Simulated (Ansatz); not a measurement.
Runs of Ansatz 0.2.0 on Al. It takes space group Fm-3m (No. 225, cubic). The conventional cell has a = 4.050 Å, b = 4.050 Å, c = 4.050 Å, α = 90.00°, β = 90.00°, γ = 90.00°. Around Al (site symmetry m-3m) lie 12 Al at 2.86 Å. 

```csv
task,level,potentials or basis,spin,fixed moment (μB),cell,k mesh,cutoff (eV),smearing,other functionals evaluated on the density,basis error allowed,gap on the mesh (eV),pressure (GPa),moment (μB)
projected density of states,revPBE+D4,"all-electron LAPW, scalar-relativistic","collinear, ferromagnetic start",-,as given,11 × 11 × 11,115,fermi-dirac 0.05 eV,-,0.002 eV/atom,-,-4.6,0.00
single point,PBEsol+D3(BJ),"all-electron LAPW, scalar-relativistic","collinear, ferromagnetic start",-,cell strained at random at fixed volume,11 × 11 × 11,125,fermi-dirac 0.01 eV,-,0.002 eV/atom,none,-4.8,0.00
single point,PBEsol+D3(BJ),"all-electron LAPW, scalar-relativistic",off,-,as given,11 × 11 × 11,130,gaussian 0.01 eV,"PBEsol, LDA, BLYP",0.001 eV/atom,none,-5.1,-
atomic charges,RPBE,"all-electron LAPW, scalar-relativistic","non-collinear, ferromagnetic start",-,as given,8 × 8 × 8,145,fermi-dirac 0.05 eV,-,0.0005 eV/atom,none,(a),0.00
relaxation of cell and atoms,m-r2SCAN,all-electron PAW datasets made for the crystal,"collinear, ferromagnetic start",-,relaxed from: volume scaled by 1.04,11 × 11 × 11,-,fermi-dirac 0.05 eV,-,-,-,0.0,0.00
```

Q: Fill in the values left out.

A: (a) 1.1.

Caveats: the starting moments weren't kept (some runs); pairwise dispersion overbinds metals, which lowers pressure and volume (some runs); the k mesh is thin for a metal, which can move the energy by tens of meV per atom (some runs); the program listed the state as in doubt (some runs).

A gap of «none» marks a metal or a gap under the smearing width.

The runs don't all hold the same shells in valence.

Runs at the PBE level aren't shown here.
